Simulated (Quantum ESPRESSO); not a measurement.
# CdSe (F-43m) in Quantum ESPRESSO: further runs

Aim: see how the results for CdSe move with the level of theory and the settings. Levels: LDA, PBE. Tasks: phonons, phonon dispersion.

Program: Quantum ESPRESSO 7.5. These are calculated values, not measurements. Logs are shortened: lines on timing, memory, paths and dates and some standing lists are left out, and cuts for length are marked.

**1. Starting point**

The structure is cubic, space group F-43m (No. 216). Conventional cell: a = 6.141 Å, b = 6.141 Å, c = 6.141 Å, α = 90.00°, β = 90.00°, γ = 90.00°. Cd (site symmetry -43m) has 4 Se at 2.66 Å as nearest neighbours. Se (site symmetry -43m) has 4 Cd at 2.66 Å as nearest neighbours.

Measurements of this composition are mostly on another form, of space group No. 186.

**2. Phonons, LDA, target pressure 8 GPa, at which the enthalpy is minimised**

Contents of pw.in:

```
&CONTROL
  calculation = 'scf'
  prefix = 'pwscf'
  outdir = './tmp'
  pseudo_dir = './pseudo'
  tprnfor = .true.
  tstress = .true.
  disk_io = 'low'
/
&SYSTEM
  ibrav = 0
  nat = 2
  ntyp = 2
  ecutwfc = 45
  ecutrho = 360
  nbnd = 15
  occupations = 'smearing'
  smearing = 'fd'
  degauss = 0.00367493
/
&ELECTRONS
  conv_thr = 4d-10
  electron_maxstep = 120
  mixing_beta = 0.5
/
ATOMIC_SPECIES
Cd   112.4140 cd_lda_v1.uspp.F.UPF
Se    78.9710 se_lda_v1.uspp.F.UPF
CELL_PARAMETERS angstrom
   0.0000000000    3.0702711986    3.0702711986
   3.0702711986    0.0000000000    3.0702711986
   3.0702711986    3.0702711986    0.0000000000
ATOMIC_POSITIONS angstrom
Cd     0.0000000000    0.0000000000    0.0000000000
Se     1.5351355993    1.5351355993    1.5351355993
K_POINTS automatic
6 6 6 1 1 1
```

Contents of relax.in:

```
&CONTROL
  calculation = 'vc-relax'
  prefix = 'pwscf'
  outdir = './tmp'
  pseudo_dir = './pseudo'
  tprnfor = .true.
  tstress = .true.
  disk_io = 'low'
  nstep = 40
  forc_conv_thr = 0.0001
  etot_conv_thr = 1d-06
/
&SYSTEM
  ibrav = 0
  nat = 2
  ntyp = 2
  ecutwfc = 45
  ecutrho = 360
  nbnd = 15
  occupations = 'smearing'
  smearing = 'fd'
  degauss = 0.00367493
/
&ELECTRONS
  conv_thr = 4d-10
  electron_maxstep = 120
  mixing_beta = 0.5
/
&IONS
  ion_dynamics = 'bfgs'
/
&CELL
  cell_dynamics = 'bfgs'
  press = 80
  press_conv_thr = 0.2
/
ATOMIC_SPECIES
Cd   112.4140 cd_lda_v1.uspp.F.UPF
Se    78.9710 se_lda_v1.uspp.F.UPF
CELL_PARAMETERS angstrom
   0.0000000000    3.0702711986    3.0702711986
   3.0702711986    0.0000000000    3.0702711986
   3.0702711986    3.0702711986    0.0000000000
ATOMIC_POSITIONS angstrom
Cd     0.0000000000    0.0000000000    0.0000000000
Se     1.5351355993    1.5351355993    1.5351355993
K_POINTS automatic
6 6 6 1 1 1
```

Contents of gamma.in:

```
&CONTROL
  calculation = 'bands'
  prefix = 'pwscf'
  outdir = './tmp'
  pseudo_dir = './pseudo'
  disk_io = 'low'
  verbosity = 'high'
/
&SYSTEM
  ibrav = 0
  nat = 2
  ntyp = 2
  ecutwfc = 45
  ecutrho = 360
  nbnd = 15
  occupations = 'smearing'
  smearing = 'fd'
  degauss = 0.00367493
/
&ELECTRONS
  conv_thr = 1d-08
  electron_maxstep = 120
  mixing_beta = 0.5
  diago_full_acc = .true.
  startingwfc = 'random'
/
ATOMIC_SPECIES
Cd   112.4140 cd_lda_v1.uspp.F.UPF
Se    78.9710 se_lda_v1.uspp.F.UPF
CELL_PARAMETERS angstrom
   0.0000000000    2.8987422448    2.8987422448
   2.8987422448    0.0000000000    2.8987422448
   2.8987422448    2.8987422448    0.0000000000
ATOMIC_POSITIONS angstrom
Cd     0.0000000000    0.0000000000    0.0000000000
Se     1.4493711224    1.4493711224    1.4493711224
K_POINTS crystal
1
0.0 0.0 0.0 1
```

Contents of scf2.in:

```
&CONTROL
  calculation = 'scf'
  prefix = 'pwscf'
  outdir = './tmp'
  pseudo_dir = './pseudo'
  tprnfor = .true.
  tstress = .true.
  disk_io = 'low'
/
&SYSTEM
  ibrav = 0
  nat = 2
  ntyp = 2
  ecutwfc = 45
  ecutrho = 360
  nbnd = 15
  occupations = 'fixed'
/
&ELECTRONS
  conv_thr = 1d-13
  electron_maxstep = 120
  mixing_beta = 0.5
  startingpot = 'file'
/
ATOMIC_SPECIES
Cd   112.4140 cd_lda_v1.uspp.F.UPF
Se    78.9710 se_lda_v1.uspp.F.UPF
CELL_PARAMETERS angstrom
   0.0000000000    2.8987422448    2.8987422448
   2.8987422448    0.0000000000    2.8987422448
   2.8987422448    2.8987422448    0.0000000000
ATOMIC_POSITIONS angstrom
Cd     0.0000000000    0.0000000000    0.0000000000
Se     1.4493711224    1.4493711224    1.4493711224
K_POINTS automatic
6 6 6 1 1 1
```

Contents of ph.in:

```
phonons of CdSe
&INPUTPH
  prefix = 'pwscf'
  outdir = './tmp'
  tr2_ph = 1d-18
  fildyn = 'dyn'
  niter_ph = 90
  alpha_mix(1) = 0.7
  epsil = True
/
0.0000000000 0.0000000000 0.0000000000
```

Contents of dynmat.in:

```
&INPUT
  fildyn = 'dyn'
  asr = 'crystal'
  lperm = .true.
  filout = 'dynmat.disp'
  fileig = 'dynmat.eig'
/
```

Contents of dynmat_lo.in:

```
&INPUT
  fildyn = 'dyn'
  asr = 'crystal'
  filout = 'dynmat_lo.disp'
  fileig = 'dynmat_lo.eig'
  q(1) = 0
  q(2) = 0
  q(3) = 1
/
```

Potentials or basis: GBRV 1.5 LDA.

Command:

```sh
$ OMP_NUM_THREADS=1 mpirun -n 4 pw.x -nk 4 -in pw.in > pw.out
$ OMP_NUM_THREADS=1 mpirun -n 4 pw.x -nk 4 -in relax.in > relax.out
$ OMP_NUM_THREADS=1 mpirun -n 4 pw.x -in gamma.in > gamma.out
$ OMP_NUM_THREADS=1 mpirun -n 4 pw.x -nk 4 -in scf2.in > scf2.out
$ OMP_NUM_THREADS=1 mpirun -n 4 ph.x -nk 4 -in ph.in > ph.out
$ OMP_NUM_THREADS=1 mpirun -n 1 dynmat.x -in dynmat.in > dynmat.out
$ OMP_NUM_THREADS=1 mpirun -n 1 dynmat.x -in dynmat_lo.in > dynmat_lo.out
```

pw.out:

```text
This program is part of the open-source Quantum ESPRESSO suite
     for quantum simulation of materials; please cite
[... 6 lines left out ...]
     using ibrav=0 with symmetry is DISCOURAGED, use correct ibrav instead

     K-points division:     npool     =       4
     Subspace diagonalization in iterative solution of the eigenvalue problem:
     a serial algorithm will be used

     G-vector sticks info
     --------------------
     sticks:   dense  smooth     PW     G-vecs:    dense   smooth      PW
     Sum        1663     847    253                45071    16049    2733

     Using Slab Decomposition

     bravais-lattice index     =            0
     lattice parameter (alat)  =       8.2052  a.u.
     unit-cell volume          =     390.6221 (a.u.)^3
     number of atoms/cell      =            2
     number of atomic types    =            2
     number of electrons       =        18.00
     number of Kohn-Sham states=           15
     kinetic-energy cutoff     =      45.0000  Ry
     charge density cutoff     =     360.0000  Ry
     scf convergence threshold =      4.0E-10
     mixing beta               =       0.5000
     number of iterations used =            8  plain     mixing
     Exchange-correlation= SLA  PZ   NOGX NOGC
                           (   1   1   0   0   0   0   0)

     celldm(1)=   8.205227  celldm(2)=   0.000000  celldm(3)=   0.000000
     celldm(4)=   0.000000  celldm(5)=   0.000000  celldm(6)=   0.000000

     crystal axes: (cart. coord. in units of alat)
               a(1) = (   0.000000   0.707107   0.707107 )
               a(2) = (   0.707107   0.000000   0.707107 )
               a(3) = (   0.707107   0.707107   0.000000 )

     reciprocal axes: (cart. coord. in units 2 pi/alat)
               b(1) = ( -0.707107  0.707107  0.707107 )
               b(2) = (  0.707107 -0.707107  0.707107 )
               b(3) = (  0.707107  0.707107 -0.707107 )

     PseudoPot. # 1 for Cd read from file:
     cd_lda_v1.uspp.F.UPF
     Pseudo is Ultrasoft + core correction, Zval = 12.0
     Generated by new atomic code, or converted to UPF format
     Using radial grid of  889 points,  6 beta functions with:
                l(1) =   0
                l(2) =   0
                l(3) =   1
                l(4) =   1
                l(5) =   2
                l(6) =   2
     Q(r) pseudized with  6 coefficients,  rinner =    1.000   1.000   1.000
                                                       1.000   1.000

     PseudoPot. # 2 for Se read from file:
     se_lda_v1.uspp.F.UPF
     Pseudo is Ultrasoft + core correction, Zval =  6.0
     Generated by new atomic code, or converted to UPF format
     Using radial grid of  877 points,  6 beta functions with:
                l(1) =   0
                l(2) =   0
                l(3) =   1
                l(4) =   1
                l(5) =   2
                l(6) =   2
     Q(r) pseudized with  8 coefficients,  rinner =    1.300   1.300   1.300
                                                       1.300   1.300

     atomic species   valence    mass     pseudopotential
     Cd               12.00   112.41400     Cd( 1.00)
     Se                6.00    78.97100     Se( 1.00)

     24 Sym. Ops. (no inversion) found

   Cartesian axes

     site n.     atom                  positions (alat units)
         1        Cd     tau(   1) = (   0.0000000   0.0000000   0.0000000  )
         2        Se     tau(   2) = (   0.3535534   0.3535534   0.3535534  )

     number of k points=    28  Fermi-Dirac smearing, width (Ry)=  0.0037
                       cart. coord. in units 2pi/alat
        k(    1) = (   0.0589256   0.0589256   0.0589256), wk =   0.0185185
        k(    2) = (   0.1767767   0.1767767  -0.0589256), wk =   0.0555556
        k(    3) = (   0.2946278   0.2946278  -0.1767767), wk =   0.0555556
        k(    4) = (  -0.2946278  -0.2946278   0.4124790), wk =   0.0555556
        k(    5) = (  -0.1767767  -0.1767767   0.2946278), wk =   0.0555556
        k(    6) = (  -0.0589256  -0.0589256   0.1767767), wk =   0.0555556
[... 20 lines left out ...]
        k(   27) = (   0.2946278   0.2946278   0.2946278), wk =   0.0185185
        k(   28) = (  -0.2946278  -0.2946278   0.8838835), wk =   0.0555556

     Dense  grid:    45071 G-vectors     FFT dimensions: (  50,  50,  50)

     Smooth grid:    16049 G-vectors     FFT dimensions: (  36,  36,  36)

     Initial potential from superposition of free atoms

     starting charge      17.4999, renormalised to      18.0000

     negative rho (up, down):  1.925E-02 0.000E+00
     Starting wfcs are   13 randomized atomic wfcs +    2 random wfcs

     Self-consistent Calculation

     iteration #  1     ecut=    45.00 Ry     beta= 0.50
     Davidson diagonalization with overlap
     ethr =  1.00E-02,  avg # of iterations =  6.2

     Threshold (ethr) on eigenvalues was too large:
     Diagonalizing with lowered threshold

     Davidson diagonalization with overlap
     ethr =  4.97E-04,  avg # of iterations =  1.7

     negative rho (up, down):  1.868E-02 0.000E+00

     total energy              =    -157.75687278 Ry
     estimated scf accuracy    <       0.08975244 Ry

     iteration #  2     ecut=    45.00 Ry     beta= 0.50
     Davidson diagonalization with overlap
     ethr =  4.99E-04,  avg # of iterations =  2.2
[... 51 lines left out ...]
     iteration #  8     ecut=    45.00 Ry     beta= 0.50
     Davidson diagonalization with overlap
     ethr =  4.70E-12,  avg # of iterations = 10.3

     negative rho (up, down):  1.910E-02 0.000E+00

     End of self-consistent calculation

          k = 0.0589 0.0589 0.0589 (  1992 PWs)   bands (ev):

    -7.8666  -3.1520  -3.1520  -3.1402  -2.8079  -2.8079   3.8415   4.5995
     4.5995   5.6298  10.2865  10.5246  10.5246  14.4043  15.1991

          k = 0.1768 0.1768-0.0589 (  1989 PWs)   bands (ev):

    -7.7560  -3.1231  -3.1094  -3.0328  -2.8162  -2.7988   2.4904   4.0416
     4.4538   6.7071  10.0168  10.7971  10.9983  14.1196  14.6490
[... 63 lines left out ...]
    -7.5235  -3.0593  -3.0457  -2.8202  -2.7869  -2.5740   0.6351   3.2286
     3.7746   7.6124  10.2828  11.2105  11.7006  14.5960  15.6907

          k =-0.6482 0.0589 0.0589 (  2004 PWs)   bands (ev):

    -7.4234  -2.9816  -2.9232  -2.9159  -2.7564  -2.4874   0.6525   2.7398
     2.9088   7.8067   8.3789  13.0530  14.0882  14.2198  17.0599

          k =-0.5303 0.1768-0.0589 (  1996 PWs)   bands (ev):

    -7.4745  -3.0070  -2.9818  -2.8941  -2.7711  -2.5534   0.8934   2.7280
     3.1499   8.3402   8.9745  11.4540  13.1752  13.9520  17.0565

          k =-0.4125 0.0589 0.0589 (  2001 PWs)   bands (ev):

    -7.5858  -3.0318  -3.0162  -2.9522  -2.7733  -2.7688   1.5798   3.3755
     3.4485   7.9538   8.6194  11.7629  12.4372  13.1009  16.3982

          k = 0.1768 0.1768 0.1768 (  1982 PWs)   bands (ev):
[... 41 lines left out ...]
    -7.5539  -3.0750  -3.0750  -2.7894  -2.7894  -2.6233   0.5427   3.9656
     3.9656   6.7800  10.9857  10.9857  11.5086  14.1788  15.9173

          k =-0.2946-0.2946 0.8839 (  1990 PWs)   bands (ev):

    -7.4959  -3.0515  -3.0353  -2.8115  -2.7927  -2.4966   0.4893   2.9768
     3.7226   7.7741  10.2070  11.5210  11.7722  14.7302  15.6747

     the Fermi energy is     5.1345 ev

!    total energy              =    -157.78432342 Ry
     estimated scf accuracy    <          8.1E-11 Ry
     smearing contrib. (-TS)   =      -0.00000008 Ry
     internal energy E=F+TS    =    -157.78432334 Ry

     The total energy is F=E-TS. E is the sum of the following terms:
     one-electron contribution =     -42.59669518 Ry
     hartree contribution      =      34.12041748 Ry
     xc contribution           =     -68.23612710 Ry
     ewald contribution        =     -81.07191854 Ry

     convergence has been achieved in   8 iterations

     negative rho (up, down):  1.910E-02 0.000E+00

     Forces acting on atoms (cartesian axes, Ry/au):

     atom    1 type  1   force =    -0.00000000    0.00000000   -0.00000000
     atom    2 type  2   force =    -0.00000000    0.00000000   -0.00000000

     Total force =     0.000000     Total SCF correction =     0.000000

     Computing stress (Cartesian axis) and pressure

     negative rho (up, down):  1.910E-02 0.000E+00
          total   stress  (Ry/bohr**3)                   (kbar)     P=      -30.66
  -0.00020845  -0.00000000  -0.00000000          -30.66       -0.00       -0.00
  -0.00000000  -0.00020845   0.00000000           -0.00      -30.66        0.00
  -0.00000000   0.00000000  -0.00020845           -0.00        0.00      -30.66

=------------------------------------------------------------------------------=
   JOB DONE.
=------------------------------------------------------------------------------=
```

Wall time 5.9 min (4 MPI ranks of Intel Xeon at 2.50GHz (Skylake/Cascade Lake), shared host); peak memory 0.52 GiB.

What came out:

| Property | Result |
| --- | --- |
| Free energy | -2146.6620 eV |
| Relaxed volume | 24.36 Å³/atom |
| Relaxed cell | a = 4.099 Å, b = 4.099 Å, c = 4.099 Å, α = 60.00°, β = 60.00°, γ = 60.00° |
| Space group after relaxing (to 0.05 Å) | F-43m (No. 216) |
| Pressure after relaxing | 8.4 GPa |
| Electronic dielectric tensor (diagonal) | 8.04 |
| Born charges (mean of the diagonal) | Cd +2.06; Se -2.06 e |
| Highest phonon frequency at Γ, LO-TO splitting left out | 212 cm⁻¹ |
| Static dielectric tensor (diagonal) | 10.10 |

Step by step:
```tsv
step	energy change (eV)	largest force (eV/Å)	pressure (GPa)	volume (Å³)
1	0.0000	0.0000	-3.07	57.88
2	-0.0349	0.0000	-0.30	54.68
3	0.0343	0.0000	5.58	50.10
4	0.1075	0.0000	8.54	48.43
5	0.0922	0.0000	7.98	48.73
6	0.0928	0.0000	8.00	48.71
```

Final structure:
```cif
data_structure
_symmetry_space_group_name_H-M 'P 1'
_symmetry_Int_Tables_number 1
_cell_length_a 4.0994
_cell_length_b 4.0994
_cell_length_c 4.0994
_cell_angle_alpha 60.000
_cell_angle_beta 60.000
_cell_angle_gamma 60.000
_cell_volume 48.71
loop_
_atom_site_label
_atom_site_type_symbol
_atom_site_fract_x
_atom_site_fract_y
_atom_site_fract_z
_atom_site_occupancy
Cd1 Cd 0.00000 0.00000 0.00000 1
Se1 Se 0.25000 0.25000 0.25000 1
```

Levels at points of the mesh, in eV from the valence-band top:
```tsv
k point	band 6	band 7	band 8	band 9	band 10	band 11	band 12	band 13
(0.08, 0.08, 0.08)	-7.92	-0.76	0.00	0.00	1.35	5.70	5.93	5.93
```

Phonon frequencies in cm⁻¹ (negative: imaginary):
```
              q point           frequencies
(0.000, 0.000, 0.000)  -6 -6 -6 212 212 212
```

Electronic dielectric tensor:
```
8.04 0.00 0.00
0.00 8.04 0.00
0.00 0.00 8.04
```

Born effective charge tensors (e):
atom 1, Cd
```
2.06 0.00 0.00
0.00 2.06 0.00
0.00 0.00 2.06
```
atom 2, Se
```
-2.06  0.00  0.00
 0.00 -2.06  0.00
 0.00  0.00 -2.06
```

Optical modes at Γ, degenerate ones joined, polar ones without the macroscopic field:
```
cm⁻¹  components  symmetry     active in  IR intensity, summed ((D/Å)²/amu)
 212           3        T2  IR and Raman                               6.35
```

Zone-centre frequencies without and with the macroscopic field along z (cm⁻¹):
```tsv
	optical modes in rising order
without	212 212 212
with the field	212 212 238
```

Static dielectric tensor, electrons and zone-centre modes:
```
10.10  0.00  0.00
 0.00 10.10  0.00
 0.00  0.00 10.10
```

Caveat: the mesh is thin for the dielectric tensor, Born charges and intensities, which usually come out too large; the volume moved by over 15 % at a fixed basis, so the end points are rough; the cell is more than 3 GPa from zero pressure, which shifts response properties.

(Part 1 of 4 ends here.)
